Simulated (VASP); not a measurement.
A run of VASP 6.6.1 is set up as follows.

The input INCAR:

```
PREC = Accurate ; ENCUT = 520
EDIFF = 1E-6 ; ISMEAR = 0
SIGMA = 0.05 ; LREAL = False
LASPH = True ; NELM = 150
ALGO = Normal ; ISIF = 2
LWAVE = False ; LCHARG = False
ISPIN = 2 ; MAGMOM = 7 0
LORBIT = 11 ; LMAXMIX = 6
LDAU = True ; LDAUTYPE = 2
LDAUL = 3 -1 ; LDAUU = 5 0
LDAUJ = 0 0 ; LDAUPRINT = 1
GGA = PS
```

KPOINTS

```
Automatic mesh
0
Gamma
  6 6 6
```

File POSCAR:

```
GdO
1.0
    0.0000000000      2.7000000000      2.7000000000
    2.7000000000      0.0000000000      2.7000000000
    2.7000000000      2.7000000000      0.0000000000
Gd O
1 1
Direct
    0.0000000000      0.0000000000      0.0000000000
    0.2500000000      0.2500000000      0.2500000000
```

Potentials or basis: VASP PAW PBE potentials, release 64 (Gd, O).

Launch:

```bash
$ cat potpaw_PBE.64/Gd/POTCAR potpaw_PBE.64/O/POTCAR > POTCAR
$ mpirun -np 1 vasp_std > vasp.out
```

Predict the band gap on the k mesh.

none (metal or under the smearing width).

What does it give for the site moments?

Gd +7.07; O -0.01 μB.

Eigenvalues of the final occupation matrices:
```csv
site,spin,trace,eigenvalues
site 1 f,1,6.95,0.99 0.99 0.99 0.99 0.99 0.99 1.00
site 1 f,2,0.04,0.00 0.00 0.00 0.00 0.00 0.00 0.01
```

Caveat: spin-orbit coupling is left out, which moves the levels of the heavy elements; a cell with one magnetic atom can't hold antiferromagnetic order, which such compounds often take. The state reached can hang on the start; a lower one may exist.
